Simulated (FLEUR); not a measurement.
# Mg (I4/mmm) in FLEUR: notebook

Runs on Mg. Level: PBE. Tasks: single point.

Everything below comes from runs of FLEUR MaX-R8.1 (later development tree). Logs are shortened: lines on timing, memory, paths and dates and some standing lists are left out, and cuts for length are marked.

### 1 The structure

The structure is tetragonal, space group I4/mmm (No. 139). The conventional cell has a = 3.672 Å, b = 3.672 Å, c = 3.359 Å, α = 90.00°, β = 90.00°, γ = 90.00°. Mg (site symmetry 4/mmm) is surrounded by 10 Mg at 3.09 to 3.36 Å.

This isn't the form of Mg at room conditions, which is hcp.

### 2 Single point, PBE

inp.xml

```xml
<?xml version="1.0" encoding="UTF-8" standalone="no"?>
<fleurInput fleurInputVersion="0.39">
   <comment>
      Mg                                                                                                  
   </comment>
   <calculationSetup>
      <cutoffs Kmax="3.8" Gmax="11.8" GmaxXC="11.8" numbands="0"/>
      <scfLoop itmax="60" minDistance="0.00001" maxIterBroyd="15" imix="Anderson" alpha="0.05" precondParam="0.0" spinf="2.0" sdNocoIR="T"/>
      <coreElectrons ctail="T" frcor="F" kcrel="0" coretail_lmax="0"/>
      <xcFunctional name="pbe" relativisticCorrections="F"/>
      <magnetism jspins="1"/>
      <soc l_soc="F" theta="0.0" phi="0.0" spav="F"/>
      <expertModes spex="0" secvar="F"/>
      <geometryOptimization l_f="T" forcealpha="1.0" forcemix="BFGS" epsdisp="0.0005" epsforce="0.0002"/>
      <ldaU l_linMix="F" mixParam="0.05" spinf="1.0"/>
   </calculationSetup>
   <cell>
      <bzIntegration valenceElectrons="10.0" mode="hist" fermiSmearingEnergy="0.00183747">
         <kPointListSelection listName="default-1"/>
         <!-- k-points included here -->
         <xi:include xmlns:xi="http://www.w3.org/2001/XInclude" href="kpts.xml"> </xi:include>
      </bzIntegration>
      <!-- symmetry operations included here -->
      <xi:include xmlns:xi="http://www.w3.org/2001/XInclude" href="sym.xml"> </xi:include>
      <bulkLattice scale="1.0">
         <bravaisMatrix>
            <row-1>   -3.4695213477579370     3.4695213477579370     3.1736136503522605</row-1>
            <row-2>    3.4695213477579370    -3.4695213477579370     3.1736136503522605</row-2>
            <row-3>    3.4695213477579370     3.4695213477579370    -3.1736136503522605</row-3>
         </bravaisMatrix>
      </bulkLattice>
   </cell>
   <atomSpecies>
      <species name="Magnesium (Mg)" element="Mg" atomicNumber="12">
         <mtSphere radius="2.65" gridPoints="879" logIncrement="0.013"/>
         <atomicCutoffs lmax="11" lnonsphr="8"/>
         <electronConfig flipSpins="F">
            <coreConfig>(1s1/2)</coreConfig>
            <valenceConfig>(2s1/2) (2p1/2) (2p3/2) (3s1/2)</valenceConfig>
         </electronConfig>
         <energyParameters s="3" p="2" d="3" f="4"/>
         <lo type="SCLO" l="0" n="2" eDeriv="0"/>
         <lo type="HELO" l="1" n="3" eDeriv="0"/>
         <lo type="HELO" l="1" n="3" eDeriv="1"/>
         <lo type="SCLO" l="2" n="3" eDeriv="2"/>
         <lo type="SCLO" l="3" n="4" eDeriv="2"/>
      </species>
   </atomSpecies>
   <atomGroups>
      <atomGroup species="Magnesium (Mg)">
         <relPos label="                   1">.0000000000 .0000000000 .0000000000</relPos>
         <force calculate="T" relaxXYZ="TTT"/>
      </atomGroup>
   </atomGroups>
   <output dos="F" band="F" slice="F">
      <checks vchk="F" cdinf="F"/>
      <bandDOS minEnergy="-.5*Htr" maxEnergy="0.5*Htr" sigma="0.015" storeEVData="T"/>
      <vacuumDOS vacdos="F" integ="F" star="F" nstars="0" locx1="0.0" locy1="0.0" locx2="0.0" locy2="0.0" nstm="0" tworkf="0.0"/>
      <unfoldingBand unfoldBand="F" supercellX="1" supercellY="1" supercellZ="1"/>
      <plotting iplot="0" polar="F">
         <plot TwoD="T" vec1="  1.0  0.0  0.0" vec2="  0.0  1.0  0.0" vec3="  0.0  0.0  1.0" zero="  0.0  0.0  0.0" file="plot"/>
      </plotting>
      <chargeDensitySlicing numkpt="0" minEigenval="0.0" maxEigenval="0.0" nnne="0" pallst="F"/>
      <specialOutput eonly="F"/>
      <moessbauerParams electricFieldGradient="T" isomerShift="T" coreHyperfine="T" valenceHyperfine="T"/>
      <magneticCircularDichroism mcd="F" energyLo="-10.0" energyUp="0.0"/>
   </output>
  <!-- We include the file relax.xml here to enable relaxations (see documentation) -->
  <xi:include xmlns:xi="http://www.w3.org/2001/XInclude" href="relax.xml"> <xi:fallback/> </xi:include>
</fleurInput>
```

crystal.txt

```
Mg
&input cartesian=F /
-1.8359916300  1.8359916300  1.6794040200
1.8359916300  -1.8359916300  1.6794040200
1.8359916300  1.8359916300  -1.6794040200
1.8897261246
1.0 1.0 1.0

1
12 0.0000000000  0.0000000000  0.0000000000

&kpt div1=11 div2=11 div3=11 gamma=T /
```

Potentials or basis: all-electron, FLAPW.

Command:

```console
inpgen -f crystal.txt -profile fastHighL
# inp.xml edited to the form shown
fleur_MPI
```

Standard output:

```text
Welcome to FLEUR        (www.flapw.de)
      MaX-Release 8.1          (www.max-centre.eu)

 ========== k-point set info ==========
 Selected k-point list: default-1
 k-point list type: mesh
 11 x 11 x 11
 Number of k points: 126

 ------------Calculation Setup---------------------------
 Number of MPI-tasks      :            1
 Number of PE/node        :            1
 Number of OMP-threads    :            1
 Most efficient MPI parallelization for:
           1           2           3           6           7           9          14          18          21          42          63         126
 Additional eigenvalue parallelization possible
 Number of basis functions:          185
 Approximate size of matrices (H+S) per k-point:         0.001 GB
 --------------------------------------------------------
 Iteration:     1   Distance:       2.62702682 me/bohr^3
 Iteration:     2   Distance:       2.49427402 me/bohr^3
 Iteration:     3   Distance:       0.58377567 me/bohr^3
 Iteration:     4   Distance:       0.17463439 me/bohr^3
 Iteration:     5   Distance:       0.06889881 me/bohr^3
 Iteration:     6   Distance:       0.00710110 me/bohr^3
 Iteration:     7   Distance:       0.00805368 me/bohr^3
 Iteration:     8   Distance:       0.00015020 me/bohr^3
 Iteration:     9   Distance:       0.00009828 me/bohr^3
 Iteration:    10   Distance:       0.00000582 me/bohr^3

 ********************************************************************
 Run finished successfully
 Stop message:
   Structural relaxation: Done
 ********************************************************************
```

out.xml (last iteration):

```text
<iteration numberForCurrentRun="   11" overallNumber="   11">
         <energyParameters units="Htr">
            <atomicEP atomType="1" spin="1" branch="3s" branchLowest="-2.66" branchHighest="0.94" value="0.0575155423"/>
            <atomicEP atomType="1" spin="1" branch="2p" branchLowest="-9.99" branchHighest="-1.43" value="-1.4356743632"/>
            <atomicEP atomType="1" spin="1" branch="3d" branchLowest="-9.99" branchHighest="1.57" value="0.3536447907"/>
            <atomicEP atomType="1" spin="1" branch="4f" branchLowest="-9.99" branchHighest="2.93" value="0.5203372104"/>
            <loAtomicEP atomType="1" spin="1" branch="2s" branchLowest="-46.01" branchHighest="-2.66" value="-2.6608457104"/>
            <heloAtomicEP atomType="1" spin="1" branch="3p" branchLowest="0.83" branchHighest="0.83" value="0.8261356217"/>
            <heloAtomicEP atomType="1" spin="1" branch="3p" branchLowest="0.83" branchHighest="0.83" value="0.8261356217"/>
            <loAtomicEP atomType="1" spin="1" branch="3d" branchLowest="-9.99" branchHighest="1.57" value="0.3536451565"/>
            <loAtomicEP atomType="1" spin="1" branch="4f" branchLowest="-9.99" branchHighest="2.93" value="0.5203406081"/>
         </energyParameters>
         <eigenvalues>
            <eigenvaluesAt spin="1" ikpt="1" k_x="0.00000000" k_y="0.00000000" k_z="0.00000000">
                      -2.6609678545       -1.4387623368       -1.4387623368       -1.4383992946       -0.1243080113
                       0.5725486486        0.6407070761        0.6407070761        0.6528983182
            </eigenvaluesAt>
            <eigenvaluesAt spin="1" ikpt="2" k_x="0.00000000" k_y="0.00000000" k_z="0.09090909">
                      -2.6609585917       -1.4388637178       -1.4387581152       -1.4384294241       -0.1174929001
                       0.5023189855        0.6135553686        0.6158443409        0.6235497014
            </eigenvaluesAt>
            <eigenvaluesAt spin="1" ikpt="3" k_x="0.00000000" k_y="0.00000000" k_z="0.18181818">
                      -2.6609336752       -1.4391351121       -1.4387469321       -1.4385102230       -0.0971357015
                       0.3933040350        0.5700447343        0.5798587900        0.6170223397
            </eigenvaluesAt>
            <eigenvaluesAt spin="1" ikpt="4" k_x="0.00000000" k_y="0.00000000" k_z="0.27272727">
                      -2.6609009438       -1.4394901030       -1.4387320811       -1.4386159688       -0.0634925007
                       0.2899189881        0.5334533525        0.5508974071        0.5930541545
            </eigenvaluesAt>
         </eigenvalues>
         <bandgap value="0.0070942410" units="eV"/>
         <sumValenceSingleParticleEnergies value="-13.8941344435" units="Htr"/>
         <FermiEnergy value="0.1339547213" units="Htr"/>
         <valenceDensity>
            <mtCharges spin="1">
               <mtCharge atomType="1" total="8.9651486" s="2.5083791" p="6.3979137" d="0.0559027" f="0.0027733"/>
            </mtCharges>
            <spinDependentCharge spin="1" total="10.0000000" interstitial="1.0348514" mtSpheres="8.9651486"/>
            <totalCharge value="10.0000000000"/>
         </valenceDensity>
         <coreStates atomType="     1" atomicNumber=" 12" spin="1" kinEnergy="    135.0379613744" eigValSum="    -92.0238056334" lostElectrons=" 0.000000">
            <state n="1" l="0" j="0.5" energy="-46.0119028167" weight="1.0000000000"/>
         </coreStates>
         <allElectronCharges>
            <spinDependentCharge spin="1" total="12.0000000" interstitial="1.0348514" mtSpheres="10.9651486"/>
            <totalCharge value="12.0000000001"/>
         </allElectronCharges>
         <moessbauerParams unitsHFF="kG" unitsIS="e/bohr^3" unitsEFG="Htr/bohr^2">
            <coreIsomerShift atomType="1" isTotal="1089.19432">
               <shell n="1" l="0" isomerShift="1089.19432"/>
            </coreIsomerShift>
            <isomerShift atomType="1" nucleusRadius="0.0000684" averageDensity="1161.05419"/>
            <electricFieldGradient atomType="1" VXX="0.01862" VYY="0.01862" VZZ="-0.03724" asymParam="0.00000">
            </electricFieldGradient>
         </moessbauerParams>
         <totalEnergy                                    value="     -200.3337493340" units="Htr">
            <sumOfEigenvalues                            value="     -105.9179400770">
               <coreElectrons value="-92.0238056334"/>
               <valenceElectrons value="-13.8941344435"/>
            </sumOfEigenvalues>
            <densityCoulombPotentialIntegral value="-285.2930552732"/>
            <densityEffectivePotentialIntegral value="-306.5100253404"/>
            <chargeDenXCDenIntegral value="-16.4489358247"/>
            <FockExchangeEnergyValence value="0.0000000000"/>
            <FockExchangeEnergyCore value="0.0000000000"/>
            <atomTypeDependentContributions atomType="1">
               <electronNucleiInteractionDifferentMTs value="238.6738314574"/>
               <MadelungTerm value="-3.1565396788"/>
            </atomTypeDependentContributions>
            <tkbTimesEntropy value="0.0001271707"/>
            <freeEnergy value="-200.3338765047"/>
            <extrapolationTo0K value="-200.3338129193"/>
         </totalEnergy>
         <totalForcesOnRepresentativeAtoms units="Htr/bohr">
            <forceTotal atomType="1" x="0.000000" y="0.000000" z="0.000000" F_x="0.00000000" F_y="0.00000000" F_z="0.00000000"/>
         </totalForcesOnRepresentativeAtoms>
      </iteration>
```

Wall time 21 s (1 thread of Intel Xeon 6975P-C (Granite Rapids), shared host); peak memory 0.07 GiB.

What came out:

- Free energy: -5451.3625 eV
- Band gap on the k mesh: none (metal or under the smearing width)
- Valence electrons inside the program's atomic spheres: Mg 8.97 (radii Mg 2.65 bohr)

Levels at points of the mesh, in eV from the Fermi level:
```tsv
k point	band 2	band 3	band 4	band 5	band 6	band 7	band 8	band 9
(0.00, 0.00, 0.00)	-42.80	-42.80	-42.79	-7.03	11.93	13.79	13.79	14.12
```

Core levels (eV from the Fermi level):
```csv
atom,levels
1 Mg,1s1/2 -1255.7
```

### 3 Single point, PBE (cell strained at random at fixed volume)

Changes to inp.xml since step 2:

```diff
@@ -26,5 +26,5 @@
          <bravaisMatrix>
-            <row-1>   -3.4695213477579370     3.4695213477579370     3.1736136503522605</row-1>
-            <row-2>    3.4695213477579370    -3.4695213477579370     3.1736136503522605</row-2>
-            <row-3>    3.4695213477579370     3.4695213477579370    -3.1736136503522605</row-3>
+            <row-1>   -3.3795408478076494     3.4468793485316458     3.1979306083290910</row-1>
+            <row-2>    3.4475861061022464    -3.4488144280832365     3.2744361704835221</row-2>
+            <row-3>    3.3902518154818821     3.4595253957574692    -3.2000471015886429</row-3>
          </bravaisMatrix>
```

crystal.txt

```
Mg
&input cartesian=F /
-1.7883760000  1.8240100000  1.6922720000
1.8243840000  -1.8250340000  1.7327570000
1.7940440000  1.8307020000  -1.6933920000
1.8897261246
1.0 1.0 1.0

1
12 0.0016640000  0.0188180000  0.0106910000

&kpt div1=11 div2=11 div3=11 gamma=T /
```

Potentials or basis: all-electron, FLAPW.

Command:

```console
inpgen -f crystal.txt -profile fastHighL
# inp.xml edited to the form shown
fleur_MPI
```

Standard output:

```text
Welcome to FLEUR        (www.flapw.de)
      MaX-Release 8.1          (www.max-centre.eu)

 ========== k-point set info ==========
 Selected k-point list: default-1
 k-point list type: mesh
 11 x 11 x 11
 Number of k points: 666

 ------------Calculation Setup---------------------------
 Number of MPI-tasks      :            1
 Number of PE/node        :            1
 Number of OMP-threads    :            1
 Most efficient MPI parallelization for:
           1           2           3           6           9          18          37          74         111         222         333         666
 Additional eigenvalue parallelization possible
 Number of basis functions:          184
 Approximate size of matrices (H+S) per k-point:         0.001 GB
 --------------------------------------------------------
 Iteration:     1   Distance:       2.64028708 me/bohr^3
 Iteration:     2   Distance:       2.50676131 me/bohr^3
 Iteration:     3   Distance:       0.59025913 me/bohr^3
 Iteration:     4   Distance:       0.17675256 me/bohr^3
 Iteration:     5   Distance:       0.06862043 me/bohr^3
 Iteration:     6   Distance:       0.00720860 me/bohr^3
 Iteration:     7   Distance:       0.00816742 me/bohr^3
 Iteration:     8   Distance:       0.00014954 me/bohr^3
 Iteration:     9   Distance:       0.00012690 me/bohr^3
 Iteration:    10   Distance:       0.00000657 me/bohr^3

 ********************************************************************
 Run finished successfully
 Stop message:
   Structural relaxation: Done
 ********************************************************************
```

out.xml (last iteration):

```text
<iteration numberForCurrentRun="   11" overallNumber="   11">
         <energyParameters units="Htr">
            <atomicEP atomType="1" spin="1" branch="3s" branchLowest="-2.66" branchHighest="0.94" value="0.0575325587"/>
            <atomicEP atomType="1" spin="1" branch="2p" branchLowest="-9.99" branchHighest="-1.44" value="-1.4359290618"/>
            <atomicEP atomType="1" spin="1" branch="3d" branchLowest="-9.99" branchHighest="1.57" value="0.3536855937"/>
            <atomicEP atomType="1" spin="1" branch="4f" branchLowest="-9.99" branchHighest="2.93" value="0.5203823166"/>
            <loAtomicEP atomType="1" spin="1" branch="2s" branchLowest="-46.01" branchHighest="-2.66" value="-2.6611032518"/>
            <heloAtomicEP atomType="1" spin="1" branch="3p" branchLowest="0.83" branchHighest="0.83" value="0.8260720067"/>
            <heloAtomicEP atomType="1" spin="1" branch="3p" branchLowest="0.83" branchHighest="0.83" value="0.8260720067"/>
            <loAtomicEP atomType="1" spin="1" branch="3d" branchLowest="-9.99" branchHighest="1.57" value="0.3536859586"/>
            <loAtomicEP atomType="1" spin="1" branch="4f" branchLowest="-9.99" branchHighest="2.93" value="0.5203857141"/>
         </energyParameters>
[... 49 lines left out ...]
            <densityEffectivePotentialIntegral value="-306.5109899344"/>
            <chargeDenXCDenIntegral value="-16.4487879831"/>
            <FockExchangeEnergyValence value="0.0000000000"/>
            <FockExchangeEnergyCore value="0.0000000000"/>
            <atomTypeDependentContributions atomType="1">
               <electronNucleiInteractionDifferentMTs value="238.6681499312"/>
               <MadelungTerm value="-3.1601269668"/>
            </atomTypeDependentContributions>
            <tkbTimesEntropy value="0.0001126753"/>
            <freeEnergy value="-200.3338825121"/>
            <extrapolationTo0K value="-200.3338261745"/>
         </totalEnergy>
         <totalForcesOnRepresentativeAtoms units="Htr/bohr">
            <forceTotal atomType="1" x="0.000000" y="0.000000" z="0.000000" F_x="0.00000000" F_y="0.00000000" F_z="0.00000000"/>
         </totalForcesOnRepresentativeAtoms>
      </iteration>
```

Wall time 3.4 min (1 thread of Intel Xeon 6975P-C (Granite Rapids), shared host); peak memory 0.1 GiB.

Results:

| Quantity | Value |
| --- | --- |
| Free energy | -5451.3627 eV |
| Band gap on the k mesh | none (metal or under the smearing width) |
| Valence electrons inside the program's atomic spheres | Mg 8.96 (radii Mg 2.65 bohr) |

Core levels (eV from the Fermi level):
| atom | levels |
| --- | --- |
| 1 Mg | 1s1/2 -1255.7 |
